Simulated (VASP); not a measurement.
# MnSb (P6_3/mmc) in VASP: further runs

One crystal, MnSb, is run at these levels: PBE; tasks: single point.

All numbers are computed with VASP 6.6.1; they aren't measurements. Logs are shortened: lines on timing, memory, paths and dates and some standing lists are left out, and cuts for length are marked.

### Step 1. The structure

It takes space group P6_3/mmc (No. 194, hexagonal). Conventional cell: a = 4.130 Å, b = 4.130 Å, c = 5.800 Å, α = 90.00°, β = 90.00°, γ = 120.00°. Mn (site symmetry -3m) has 6 Sb at 2.79 Å and 2 Mn at 2.90 Å as nearest neighbours. Sb (site symmetry -6m2) is surrounded by 6 Mn at 2.79 Å.

### Step 2. Single point, PBE, collinear spin, typed start

Contents of INCAR:

```
SYSTEM = MnSb
ALGO     = Normal         ! electronic algorithm
EDIFF    = 1E-7           ! SCF threshold, eV
ENCUT    = 520            ! plane-wave cutoff, eV
GGA      = PE             ! functional
ISIF     = 2              ! what is computed and relaxed
ISMEAR   = 0              ! smearing method
ISPIN    = 2              ! spin polarisation
LASPH    = .TRUE.         ! aspherical terms in the spheres
LCHARG   = .FALSE.        ! write CHGCAR
LMAXMIX  = 4              ! l up to which the mixer works
LORBIT   = 11             ! projections on sites
LREAL    = .FALSE.        ! projectors in reciprocal space
LWAVE    = .FALSE.        ! write WAVECAR
MAGMOM   = 4 4 0 0        ! initial moments
NBANDS   = 30             ! bands
NELM     = 150            ! most SCF steps
PREC     = Accurate       ! precision mode
SIGMA    = 0.1            ! smearing width, eV
```

Contents of KPOINTS:

```
k-points
0
G
  6 6 4
  0 0 0
```

Contents of POSCAR:

```
MnSb
1.0
    4.1299978706      0.0000000000      0.0000000000
   -2.0649989353      3.5766830735      0.0000000000
    0.0000000000      0.0000000000      5.8000000000
Mn Sb
2 2
Direct
    0.0000000000      0.0000000000      0.0000000000
    0.0000000000      0.0000000000      0.5000000000
    0.3333333333      0.6666666667      0.2500000000
    0.6666666667      0.3333333333      0.7500000000
```

Potentials or basis: VASP PAW PBE potentials, release 64 (Mn_pv, Sb).

Run with:

```
cat potpaw_PBE.64/Mn_pv/POTCAR potpaw_PBE.64/Sb/POTCAR > POTCAR
mpirun -np 1 vasp_std > vasp.out
```

OUTCAR:

```text
SYSTEM = MnSb
   EDIFF = 1E-7
   ENCUT = 520
   GGA = PE
   ISIF = 2
   ISMEAR = 0
   ISPIN = 2
   LASPH = .TRUE.
   LORBIT = 11
   LREAL = .FALSE.
   NELM = 150
   PREC = Accurate

 ion  position               nearest neighbor table
   1  0.000  0.000  0.000-   3 2.79   4 2.79   3 2.79   4 2.79   4 2.79   3 2.79   2 2.90   2 2.90

   2  0.000  0.000  0.500-   3 2.79   4 2.79   3 2.79   4 2.79   4 2.79   3 2.79   1 2.90   1 2.90

   3  0.333  0.667  0.250-   1 2.79   2 2.79   1 2.79   2 2.79   1 2.79   2 2.79   4 3.75   4 3.75
                             4 3.75   4 3.75   4 3.75   4 3.75
   4  0.667  0.333  0.750-   1 2.79   2 2.79   1 2.79   2 2.79   1 2.79   2 2.79   3 3.75   3 3.75
                             3 3.75   3 3.75   3 3.75   3 3.75

  LATTYP: Found a hexagonal cell.
 ALAT       =     4.1299978706
 C/A-ratio  =     1.4043590776

  Lattice vectors:

 A1 = (   4.1299978706,   0.0000000000,   0.0000000000)
 A2 = (  -2.0649989353,   3.5766830735,   0.0000000000)
 A3 = (   0.0000000000,   0.0000000000,   5.8000000000)

Analysis of symmetry for initial positions (statically):
=====================================================================
 Subroutine PRICEL returns:
 Original cell was already a primitive cell.

 Routine SETGRP: Setting up the symmetry group for a
 hexagonal supercell.

 Subroutine GETGRP returns: Found 24 space group operations
 (whereof 12 operations were pure point group operations)
 out of a pool of 24 trial point group operations.

The static configuration has the point symmetry D_3d.
 The point group associated with its full space group is D_6h.

Analysis of symmetry for dynamics (positions and initial velocities):
=====================================================================
 Subroutine PRICEL returns:
 Original cell was already a primitive cell.

 Routine SETGRP: Setting up the symmetry group for a
 hexagonal supercell.

 Subroutine GETGRP returns: Found 24 space group operations
 (whereof 12 operations were pure point group operations)
 out of a pool of 24 trial point group operations.

The dynamic configuration has the point symmetry D_3d.
 The point group associated with its full space group is D_6h.

Analysis of structural, dynamic, and magnetic symmetry:
=====================================================================
 Subroutine PRICEL returns:
 Original cell was already a primitive cell.

 Routine SETGRP: Setting up the symmetry group for a
 hexagonal supercell.

 Subroutine GETGRP returns: Found 24 space group operations
 (whereof 12 operations were pure point group operations)
 out of a pool of 24 trial point group operations.

The overall configuration has the point symmetry D_3d.
 The point group associated with its full space group is D_6h.

 Subroutine INISYM returns: Found 24 space group operations
 (whereof 12 operations are pure point group operations),
 and found     1 'primitive' translations

----------------------------------------------------------------------------------------

                                     Primitive cell

  volume of cell :      85.6758

  direct lattice vectors                    reciprocal lattice vectors
     4.129997871  0.000000000  0.000000000     0.242130875  0.139794326  0.000000000
    -2.064998935  3.576683073  0.000000000     0.000000000  0.279588652  0.000000000
     0.000000000  0.000000000  5.800000000     0.000000000  0.000000000  0.172413793

  length of vectors
     4.129997871  4.129997871  5.800000000     0.279588652  0.279588652  0.172413793

  position of ions in fractional coordinates (direct lattice)
     0.000000000  0.000000000  0.000000000
     0.000000000  0.000000000  0.500000000
     0.333333333  0.666666667  0.250000000
     0.666666667  0.333333333  0.750000000

  ion indices of the primitive-cell ions
   primitive index   ion index
                 1           1
                 2           2
                 3           3
                 4           4

----------------------------------------------------------------------------------------

 KPOINTS: k-points

Automatic generation of k-mesh.
 Grid dimensions read from file:
 generate k-points for:    6    6    4

 Generating k-lattice:

  Cartesian coordinates                     Fractional coordinates (reciprocal lattice)
     0.040355146  0.023299054  0.000000000     0.166666667  0.000000000  0.000000000
     0.000000000  0.046598109  0.000000000     0.000000000  0.166666667  0.000000000
     0.000000000  0.000000000  0.043103448     0.000000000  0.000000000  0.250000000

  Length of vectors
     0.046598109  0.046598109  0.043103448

  Shift w.r.t. Gamma in fractional coordinates (k-lattice)
     0.000000000  0.000000000  0.000000000

 Subroutine IBZKPT returns following result:
 ===========================================

 Found     21 irreducible k-points:

 Following reciprocal coordinates:
            Coordinates               Weight
  0.000000  0.000000  0.000000      1.000000
  0.166667 -0.000000  0.000000      6.000000
  0.333333 -0.000000  0.000000      6.000000
  0.500000 -0.000000  0.000000      3.000000
  0.166667  0.166667  0.000000      6.000000
  0.333333  0.166667  0.000000     12.000000
[... 13 lines left out ...]
  0.333333  0.166667  0.500000     12.000000
  0.333333  0.333333  0.500000      2.000000
   k-points           NKPTS =     21   k-points in BZ     NKDIM =     21   number of bands    NBANDS=     30
   number of dos      NEDOS =    301   number of ions     NIONS =      4
   total plane-waves  NPLWV =  49152
   dimension x,y,z NGX =    32 NGY =   32 NGZ =   48
   dimension x,y,z NGXF=    64 NGYF=   64 NGZF=   96
   ions per type =               2   2
   NGX,Y,Z   is equivalent  to a cutoff of  12.88, 12.88, 13.76 a.u.
   NGXF,Y,Z  is equivalent  to a cutoff of  25.76, 25.76, 27.52 a.u.
 SYSTEM =  MnSb
   PREC   = accura    normal or accurate (medium, high low for compatibility)
   ISTART =      0    job   : 0-new  1-cont  2-samecut
   ICHARG =      2    charge: 1-file 2-atom 10-const
   ISPIN  =      2    spin polarized calculation?
   LNONCOLLINEAR =      F non collinear calculations
   LSORBIT =      F    spin-orbit coupling
   LASPH  =      T    aspherical Exc in radial PAW
   ENCUT  =  520.0 eV  38.22 Ry    6.18 a.u.   7.68  7.68 10.78*2*pi/ulx,y,z
   NELM   =    150;   NELMIN=  2; NELMDL= -5     # of ELM steps
   EDIFF  = 0.1E-06   stopping-criterion for ELM
   LREAL  =      F    real-space projection
   EDIFFG = 0.1E-05   stopping-criterion for IOM
   NSW    =      0    number of steps for IOM
   IBRION =     -1    ionic relax: 0-MD 1-quasi-New 2-CG
   NFREE  =      0    steps in history (QN), initial steepest desc. (CG)
   ISIF   =      2    stress and relaxation
   ISYM   =      2    0-nonsym 1-usesym 2-fastsym
   POTIM  = 0.5000    time-step for ionic-motion
   TEBEG  =    0.0;   TEEND  =   0.0 temperature during run
   PSTRESS=    0.0 pullay stress
   NELECT =      36.0000    total number of electrons
   NUPDOWN=      -1.0000    fix difference up-down
   EMIN   =  10.00;   EMAX   =-10.00  energy-range for DOS
   EFERMI =   0.00;   METHOD = LEGACY
   ISMEAR =     0;   SIGMA  =   0.10  broadening in eV -4-tet -1-fermi 0-gaus
   EFERMI_NEDOS =   21; number of points for ismear=-14 and -15
   IALGO  =     38    algorithm
   IMIX   =      4    mixing-type and parameters
     AMIX     =   0.40;   BMIX     =  1.00
     AMIX_MAG =   1.60;   BMIX_MAG =  1.00
  volume/ion in A,a.u.               =      21.42       144.54
  Fermi-wavevector in a.u.,A,eV,Ry     =   1.226186  2.317155 20.456785  1.503531
  Thomas-Fermi vector in A             =   2.361196
   LORBIT       =     11    0 simple, 1 ext, 2 COOP (PROOUT), +10 PAW based schemes
   GGA     = PE    functional components
   LHFCALC =     F    Hartree Fock is set to
   AEXX    =    0.0000 exact exchange contribution
   IVDW    =     0    specifies the selected vdW correction
   LEPSILON=     F    determine dielectric tensor
   LRPA    =     F    only Hartree local field effects (RPA)
 spin polarized calculation
 Gauss-broadening in eV      SIGMA  =   0.10
  energy-cutoff  :      520.00
  volume of cell :       85.68
 maximum number of plane-waves:      2350
 NGX is ok and might be reduce to    32
   NGX = 15   NGY = 15   NGZ = 21

 number of electron      36.0000014 magnetization       6.6963987

 Free energy of the ion-electron system (eV)
  ---------------------------------------------------
  ext. energy  EPLUGINS =         0.00000000
  ---------------------------------------------------
  free energy    TOTEN  =       -26.33765073 eV

  energy without entropy =      -26.32814005  energy(sigma->0) =      -26.33289539

 E-fermi :   7.7081     XC(G=0): -10.6381

 val. band max:        7.6658739885   @ k =   0.1667  -0.0000   0.2500
 cond. band min:       7.7534316423   @ k =   0.0000   0.0000   0.0000
 fundamental gap:      0.0875576538
 Fermi energy:         7.7081424693

 spin component 1

 k-point     1 :       0.0000    0.0000    0.0000
  band No.  band energies     occupation
      1     -42.2142      1.00000
      2     -42.2142      1.00000
      3     -42.2071      1.00000
      4     -42.2071      1.00000
      5     -41.9773      1.00000
      6     -41.9007      1.00000
[... 22 lines left out ...]
     29      14.9710      0.00000
     30      14.9710      0.00000

 k-point     2 :       0.1667   -0.0000    0.0000
  band No.  band energies     occupation
      1     -42.2147      1.00000
      2     -42.2143      1.00000
      3     -42.2074      1.00000
      4     -42.2071      1.00000
      5     -41.9772      1.00000
      6     -41.9007      1.00000
[... 619 lines left out ...]
 k-point    21 :       0.3333    0.3333    0.5000
  band No.  band energies     occupation
      1     -42.2118      1.00000
      2     -42.2118      1.00000
      3     -42.2117      1.00000
      4     -42.2117      1.00000
      5     -41.9387      1.00000
      6     -41.9387      1.00000
[... 22 lines left out ...]
     29      15.5194      0.00000
     30      15.5194      0.00000
 Fermi energy:         7.7081424693

 spin component 2

 k-point     1 :       0.0000    0.0000    0.0000
  band No.  band energies     occupation
      1     -38.5832      1.00000
      2     -38.5832      1.00000
      3     -38.5745      1.00000
      4     -38.5745      1.00000
      5     -38.5165      1.00000
      6     -38.4253      1.00000
[... 22 lines left out ...]
     29      15.9112      0.00000
     30      15.9112      0.00000

 k-point     2 :       0.1667   -0.0000    0.0000
  band No.  band energies     occupation
      1     -38.5839      1.00000
      2     -38.5834      1.00000
      3     -38.5749      1.00000
      4     -38.5745      1.00000
      5     -38.5163      1.00000
      6     -38.4253      1.00000
[... 619 lines left out ...]
 k-point    21 :       0.3333    0.3333    0.5000
  band No.  band energies     occupation
      1     -38.5804      1.00000
      2     -38.5804      1.00000
      3     -38.5804      1.00000
      4     -38.5804      1.00000
      5     -38.4705      1.00000
      6     -38.4705      1.00000
[... 22 lines left out ...]
     29      15.9668      0.00000
     30      15.9668      0.00000

------------------------ aborting loop because EDIFF is reached ----------------------------------------

  FORCE on cell =-STRESS in cart. coord.  units (eV):
  Direction    XX          YY          ZZ          XY          YZ          ZX
  --------------------------------------------------------------------------------------
  -------------------------------------------------------------------------------------
  Total       -1.1764656     -1.1764656     -1.9992807      0.0000000      0.0000000      0.0000000
  in kB      -22.0004478    -22.0004478    -37.3874692      0.0000000      0.0000000      0.0000000
  external PRESSURE =     -27.1294550 kB  Pullay stress =       0.0000000 kB

 VOLUME and BASIS-vectors are now :
 -----------------------------------------------------------------------------
  energy-cutoff  :      520.00
  volume of cell :       85.68
      direct lattice vectors                 reciprocal lattice vectors
     4.129997871  0.000000000  0.000000000     0.242130875  0.139794326  0.000000000
    -2.064998935  3.576683073  0.000000000     0.000000000  0.279588652  0.000000000
     0.000000000  0.000000000  5.800000000     0.000000000  0.000000000  0.172413793

 POSITION                                       TOTAL-FORCE (eV/Angst)
 -----------------------------------------------------------------------------------
      0.00000      0.00000      0.00000         0.000000      0.000000      0.000000
      0.00000      0.00000      2.90000        -0.000000      0.000000      0.000000
     -0.00000      2.38446      1.45000        -0.000000      0.000000      0.000000
      2.06500      1.19223      4.35000         0.000000      0.000000     -0.000000
 -----------------------------------------------------------------------------------
    total drift:                                0.000000     -0.000000      0.000000

  FREE ENERGIE OF THE ION-ELECTRON SYSTEM (eV)
  ---------------------------------------------------
  free  energy   TOTEN  =       -26.3376507253 eV

  energy  without entropy=      -26.3281400490  energy(sigma->0) =      -26.33289539

 total charge

# of ion       s       p       d       tot
------------------------------------------
    1        0.273   6.209   5.038  11.520
    2        0.273   6.209   5.038  11.520
    3        1.143   1.266   0.041   2.450
    4        1.143   1.266   0.041   2.450
--------------------------------------------------
tot          2.832  14.949  10.158  27.940

 magnetization (x)

# of ion       s       p       d       tot
------------------------------------------
    1        0.037   0.026   3.335   3.397
    2        0.037   0.026   3.335   3.397
    3        0.013  -0.147   0.006  -0.128
    4        0.013  -0.147   0.006  -0.128
--------------------------------------------------
tot          0.100  -0.242   6.681   6.539
```

It took 1.9 min on 1 thread of AMD EPYC 7R13 (Zen 3), shared host; peak memory 0.26 GiB.

Results:

```yaml
Free_energy: -26.3377 eV
Pressure: -2.7 GPa
Band_gap_on_the_k_mesh: none (metal or under the smearing width)
Net_moment: 6.70 μB per cell
Site_moments: Mn +3.40; Sb -0.13 μB
Valence_electrons_inside_the_program's_atomic_spheres: Mn 11.52; Sb 2.45
```

Stress tensor (GPa, compression positive):
```
-2.20  0.00  0.00
 0.00 -2.20  0.00
 0.00  0.00 -3.74
```

Levels at points of the mesh, in eV from the Fermi level:
Spin up:
```tsv
k point	band 20	band 21	band 22	band 23	band 24	band 25
(0.00, 0.00, 0.00)	0.56	0.56	2.34	2.34	2.63	3.10
(0.50, 0.00, 0.00)	-1.87	-1.84	-0.82	0.71	3.12	3.56
(0.00, 0.00, 0.50)	-0.59	1.79	1.79	1.79	1.79	4.64
(0.50, 0.00, 0.50)	-2.15	0.16	0.16	1.20	1.20	3.96
```
Spin down:
```csv
k point,band 12,band 13,band 14,band 15,band 16,band 17,band 18,band 19
"(0.00, 0.00, 0.00)",-0.86,0.05,0.05,0.31,0.31,0.61,0.61,1.46
"(0.50, 0.00, 0.00)",-2.36,-2.09,-2.00,-1.00,0.56,0.75,0.77,0.92
"(0.00, 0.00, 0.50)",-1.59,-1.59,-1.59,0.57,0.57,0.57,0.57,0.85
"(0.50, 0.00, 0.50)",-2.00,-1.57,-1.57,0.32,0.32,0.88,0.88,0.90
```

### Step 3. Single point, PBE, collinear spin, typed start

Contents of INCAR:

```
  ALGO = Normal
  EDIFF = 1E-6
  ENCUT = 520
  GGA = PE
  ISIF = 2
  ISMEAR = 1
  ISPIN = 2
  LASPH = T
  LCHARG = T
  LELF = T
  LMAXMIX = 4
  LORBIT = 11
  LREAL = F
  LVHAR = T
  LWAVE = F
  MAGMOM = 3.77 3.77 -0.14 -0.14
  NBANDS = 30
  NELM = 150
  PREC = Accurate
  SIGMA = 0.06802846561497
```

Contents of KPOINTS:

```
k-points
0
Gamma
  3 3 2
```

Contents of POSCAR:

```
MnSb
1.0
    4.1299978706      0.0000000000      0.0000000000
   -2.0649989353      3.5766830735      0.0000000000
    0.0000000000      0.0000000000      5.8000000000
Mn Sb
2 2
Direct
    0.7820000000      0.1710000000      0.3360000000
    0.7820000000      0.1710000000      0.8360000000
    1.1153333333      0.8376666667      0.5860000000
    1.4486666667      0.5043333333      1.0860000000
```

Potentials or basis: VASP PAW PBE potentials, release 64 (Mn_pv, Sb).

Run with:

```
cat potpaw_PBE.64/Mn_pv/POTCAR potpaw_PBE.64/Sb/POTCAR > POTCAR
mpirun -np 1 vasp_std > vasp.out
```

It took 60 s on 1 thread of AMD EPYC 7R13 (Zen 3), shared host; peak memory 0.22 GiB.

Results (log left out):

| Quantity | Value |
| --- | --- |
| Free energy | -26.1252 eV |
| Pressure | -4.6 GPa |
| Band gap on the k mesh | none (metal or under the smearing width) |
| Net moment | 6.12 μB per cell |
| Site moments | Mn +3.20; Sb -0.15 μB |
| Valence electrons inside the program's atomic spheres | Mn 11.53; Sb 2.44 |

Stress tensor (GPa, compression positive):
```
-4.87  0.00  0.00
 0.00 -4.87  0.00
 0.00  0.00 -4.11
```

Levels at points of the mesh, in eV from the Fermi level:
Spin up:
```csv
k point,band 19,band 20,band 21,band 22,band 23,band 24
"(0.00, 0.00, 0.00)",-0.58,0.36,0.36,2.18,2.18,2.40
"(0.00, 0.00, 0.50)",-0.75,-0.75,1.62,1.62,1.62,1.62
```
Spin down:
```tsv
k point	band 11	band 12	band 13	band 14	band 15	band 16	band 17	band 18
(0.00, 0.00, 0.00)	-2.64	-1.05	-0.24	-0.24	0.10	0.10	0.36	0.36
(0.00, 0.00, 0.50)	-1.82	-1.82	-1.82	-1.82	0.28	0.28	0.28	0.28
```

Caveat: the k mesh is coarse (spacing up to 0.59 Å⁻¹), so the values aren't converged. The run has no spin-orbit coupling, so splittings on Sb are missing.
